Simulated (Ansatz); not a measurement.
# P: the cost of one run

Method: DFT r2SCAN, scalar-relativistic, plane waves, PAW, in Ansatz 0.2.0.

3 further runs of the same task are left out: 3 set aside as unsound or not needed.

**1. Starting point**

It takes space group Cmce (No. 64, orthorhombic). The conventional cell has a = 3.300 Å, b = 11.020 Å, c = 4.555 Å, α = 90.00°, β = 90.00°, γ = 90.00°. P (site symmetry m) is surrounded by 3 P at 2.21 to 2.25 Å.

Coordinates:

```cif
data_structure
_symmetry_space_group_name_H-M 'P 1'
_symmetry_Int_Tables_number 1
_cell_length_a 5.7516
_cell_length_b 5.7516
_cell_length_c 4.5553
_cell_angle_alpha 90.000
_cell_angle_beta 90.000
_cell_angle_gamma 146.662
_cell_volume 82.82
loop_
_atom_site_label
_atom_site_type_symbol
_atom_site_fract_x
_atom_site_fract_y
_atom_site_fract_z
_atom_site_occupancy
P1 P 0.09543 0.90457 0.91156 1
P2 P 0.59543 0.40457 0.58844 1
P3 P 0.90457 0.09543 0.08844 1
P4 P 0.40457 0.59543 0.41156 1
```

It is the result of an earlier relaxation at this level (volume 20.70 Å³/atom; gap on the mesh: 0.24 eV).

The bulk reference comes from a run made before at the same settings: -759.1645 eV/atom.

**2. Cutting the (021) slab**

Miller indices refer to the conventional cell of the relaxed bulk, Cmce (No. 64): a = 3.300 Å, b = 11.020 Å, c = 4.555 Å, α = 90.00°, β = 90.00°, γ = 90.00°.

The slab is a (021) slab, 14.8 Å thick as cut, with 15 Å of vacuum; its outer planes are P (top) and P (bottom).

The slab as cut. Its planes from the bottom up:

```
plane  atoms per cell  height over the lowest (Å)
    1               P                        0.00
    2               P                        0.72
    3               P                        1.13
    4               P                        3.10
    5               P                        3.51
    6               P                        4.23
    7               P                        4.65
    8               P                        6.61
    9               P                        7.02
   10               P                        7.74
   11               P                        8.16
   12               P                       10.12
   13               P                       10.53
   14               P                       11.25
   15               P                       11.67
   16               P                       13.63
   17               P                       14.04
   18               P                       14.76
```

**3. The slab as cut, atoms at the bulk's places**

A dipole layer in the vacuum cancels the field that periodic copies would set up if the slab's two faces differ.

Contents of input.yaml:

```yaml
crystal:
  lattice:
    - [3.2996010483, 0.0, 0.0]
    - [-1.6498005241, 7.1491488093, 0.0]
    - [0.0, 0.0, 29.762439738]
  atoms:
    - { symbol: P, position: [0.6761383794, 0.3522767589, 0.2519954703] }
    - { symbol: P, position: [0.5268609965, 0.0537219931, 0.2761568462] }
    - { symbol: P, position: [0.2417296419, 0.4834592838, 0.2901102245] }
    - { symbol: P, position: [0.16426911, 0.3285382201, 0.3560040129] }
    - { symbol: P, position: [0.8791377554, 0.7582755108, 0.3699573912] }
    - { symbol: P, position: [0.7298603725, 0.459720745, 0.394118767] }
    - { symbol: P, position: [0.4447290179, 0.8894580357, 0.4080721454] }
    - { symbol: P, position: [0.367268486, 0.734536972, 0.4739659337] }
    - { symbol: P, position: [0.0821371314, 0.1642742627, 0.4879193121] }
    - { symbol: P, position: [0.9328597485, 0.8657194969, 0.5120806879] }
    - { symbol: P, position: [0.6477283938, 0.2954567877, 0.5260340663] }
    - { symbol: P, position: [0.570267862, 0.1405357239, 0.5919278546] }
    - { symbol: P, position: [0.2851365073, 0.5702730147, 0.605881233] }
    - { symbol: P, position: [0.1358591244, 0.2717182489, 0.6300426088] }
    - { symbol: P, position: [0.8507277698, 0.7014555396, 0.6439959871] }
    - { symbol: P, position: [0.7732672379, 0.5465344759, 0.7098897755] }
    - { symbol: P, position: [0.4881358833, 0.9762717666, 0.7238431538] }
    - { symbol: P, position: [0.3388585004, 0.6777170008, 0.7480045297] }
basis:
  ecutwfc: 500
kpoints:
  mp_grid: { grid: [11, 5, 1] }
hamiltonian:
  xc: r2scan
scf:
  occupations: { method: gaussian, width: 0.05 }
output:
  forces: true
  stress: true
  eigenvalues: true
  write_density: true
  write_potential: true
  elf: true
  volumetric_format: npy
efield:
  axis: 3
  dipole_correction: true
  ramp_width: 0.04
```

On the command line:

```
$ ansatz run input.yaml --threads 2 --pin off --max-ram 5120MiB --backend cpu --events-out ev --progress --plain --runs-dir out
```

What time and memory should one allow on 2 threads of Intel Xeon at 2.50GHz (Skylake/Cascade Lake), shared host?

About 6.3 min, with a peak of 2.6 GiB.
